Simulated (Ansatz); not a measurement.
KI (Fm-3m), a vibration from a frozen displacement

Level of theory: DFT PBEsol, scalar-relativistic, plane waves, PAW in Ansatz. Cutoff 420 eV, Γ-centred 6×6×6 k-points, Gaussian smearing of 0.05 eV. Spin–orbit coupling is left out, which matters for the heavy elements here. No spin polarisation. Energies are free energies at this smearing, counted from the undisturbed cell; pressure is positive in compression.

The starting cell (as given, not relaxed at this level; it stands at -0.2 GPa):

```xyz
2
Lattice="0.0000 3.5246 3.5246 3.5246 0.0000 3.5246 3.5246 3.5246 0.0000" Properties=species:S:1:pos:R:3 pbc="T T T"
K     0.0000    0.0000    0.0000
I     3.5246    3.5246    3.5246
```

Every K atom is moved by x along the Cartesian unit vector (0.707, -0.707, 0.000); the cell and all other atoms stay fixed. The cell's volume is 87.57 Å³; the moved atoms weigh 39.098 u together and the others 126.904 u. Some rows repeat others by symmetry and weren't run.

```csv
x (Å),ΔE (meV/cell),total force on the moved atoms along the move (eV/Å),pressure (GPa)
-0.3000,45.86,0.3152,0.1505
-0.2625,34.85,0.2720,0.0659
-0.2250,25.44,0.2302,-0.0073
-0.1875,17.57,0.1898,-0.0691
-0.1500,11.19,0.1505,-0.1195
-0.1125,6.27,0.1120,-0.1587
-0.0750,2.78,0.0742,-0.1867
-0.0375,0.69,0.0371,-0.2034
0.0000,0.00,0.0000,-0.2090
0.0375,0.69,-0.0371,-0.2034
0.0750,2.78,-0.0742,-0.1867
0.1125,6.27,-0.1120,-0.1587
0.1500,11.19,-0.1505,-0.1195
0.1875,17.57,-0.1898,-0.0691
0.2250,25.44,-0.2302,-0.0073
0.2625,34.85,-0.2720,0.0659
0.3000,45.86,-0.3152,0.1505
```

Problem. What frequency belongs to this motion?

Solution. The force constant is k = −dF/dx = 0.988 eV/Å², from the parabola through x = -0.0375, 0 and 0.0375. In every cell the moved atoms swing against the rest, so the mass is μ = m₁m₂/(m₁ + m₂) = 29.890 u, and ν̃ = 521.5 cm⁻¹ × √(|k|/μ) = 95 cm⁻¹. To first order in x, and within 1 %, the force on every atom lies along the move and, within each of the two groups, in proportion to the atom's mass, so this is itself a mode at the zone centre of this cell, taken without macroscopic field (the transverse frequency in a polar insulator).

Problem. How far does the harmonic law reach?

Solution. At x = -0.300 Å, kx²/2 = 44.46 meV against the computed 45.86 meV (+3.1 %): the well is still close to harmonic there.

Problem. The pressure changes with x². What does that say about the frequency under compression?

Solution. With E = k(V)x²/2, k ∝ V^(−2γ) and x scaling with the cell as V^(1/3), P − P0 = −∂E/∂V = (2γ − 2/3) ΔE/V. At x = 0.0750 Å, V(P − P0) = 87.57 × 0.02237 / 160.2 eV = 12.23 meV and ΔE = 2.78 meV, so γ = 1/3 + V(P − P0)/(2ΔE) = 2.53. This is the Grüneisen parameter of the motion under uniform scaling of the cell: shrinking the cell evenly by 1 % in volume raises the frequency by about 2.53 %.